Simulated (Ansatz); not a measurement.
A 4-atom cell of SiC (P6_3mc) from a materials database, relaxed with r2SCAN, was run in Ansatz 0.2.0 under altered settings. All numbers are computed, without spin polarisation but where a row says otherwise.

```xyz
4
Lattice="3.0754 0.0000 0.0000 -1.5377 2.6633 0.0000 0.0000 0.0000 5.0481" Properties=species:S:1:pos:R:3 pbc="T T T"
Si    0.0000    1.7756    2.5220
Si    1.5377    0.8878    5.0460
C     0.0000    1.7756    4.4192
C     1.5377    0.8878    1.8951
```

The base run's other keys:
```yaml
kpoints:
  mp_grid: { grid: [6, 6, 4] }
hamiltonian:
  xc: pbesol
scf:
  occupations: { method: fixed }
  n_extra_bands: 5
```

It takes 6 iterations with 785 plane waves at 420 eV and 21 k points, and leaves a mean stress of +0.07 GPa. The gap over this mesh is 2.119 eV. It ran on 4 threads of Arm Neoverse V1, with other jobs on the host.

Outcomes, with energy and stress as changes against the base:
```tsv
setting	outcome	ΔF (meV/atom)	Δ mean stress (GPa)	gap on the mesh (eV)	iterations	wall time
scf.mixing.preconditioner: resta	converged	0.0	0.00	2.119	6	0.55 s
scf.occupations: gaussian 0.2	converged	0.0	0.00	2.119	6	0.55 s
basis.ecutwfc: 600	converged	-1.7	-0.01	2.120	6	0.76 s
basis.ecutwfc: 300	converged, warned	+71	+0.27	2.129	6	0.43 s
scf.occupations: cold 0.5	converged	0.0	0.00	2.119	8	0.66 s
scf.convergence.dr2_threshold: 1e-12	converged	0.0	0.00	2.119	8	0.61 s
scf.occupations: tetrahedron	converged, warned	0.0	–	2.119	6	0.58 s
basis.ecutrho_ratio: 8	converged	0.0	0.00	2.119	6	0.57 s
scf.occupations: methfessel_paxton 0.05	converged	0.0	0.00	2.119	6	0.58 s
crystal.symmetry.detect: false	converged	0.0	0.00	2.119	6	1.3 s
scf.n_extra_bands: 5000	refused	–	–	–	–	0.08 s
```
A dash marks a value that wasn't obtained or can't be compared. Stress is positive in compression. The base took 0.69 s.

- basis.ecutwfc: 600. 1389 plane waves in place of 785. The free energy moves by -1.7 meV an atom, the mean stress by -0.01 GPa and the gap on the mesh by 0.000 eV (to 2.120). The base cutoff was converged to that degree.
- basis.ecutwfc: 300. 525 plane waves in place of 785. The free energy moves by +71 meV an atom, the mean stress by +0.27 GPa and the gap on the mesh by +0.010 eV (to 2.129). The basis is too small: these are errors of the cutoff. Warned: cutoff below recommended.
- scf.occupations: tetrahedron. Energy, stress and gap stay within 1 meV an atom, 0.1 GPa and 0.005 eV of the base. Warned: band table not solved further, tetrahedron derivatives may miss energy slope.
- scf.n_extra_bands: 5000. The program doesn't start. Error: inconsistent input (scf.n_extra_bands, basis.ecutwfc, kpoints): n_bands = 5008 exceeds the smallest per-k basis n_pw = 785 (k-point 0, counted from 0 among those solved) — raise basis.ecutwfc or lower scf.n_extra_bands

Within 1 meV an atom, 0.1 GPa and 0.005 eV of the base stay: scf.mixing.preconditioner: resta; scf.occupations: gaussian 0.2; scf.occupations: cold 0.5; scf.convergence.dr2_threshold: 1e-12; scf.occupations: tetrahedron; basis.ecutrho_ratio: 8; scf.occupations: methfessel_paxton 0.05; crystal.symmetry.detect: false.
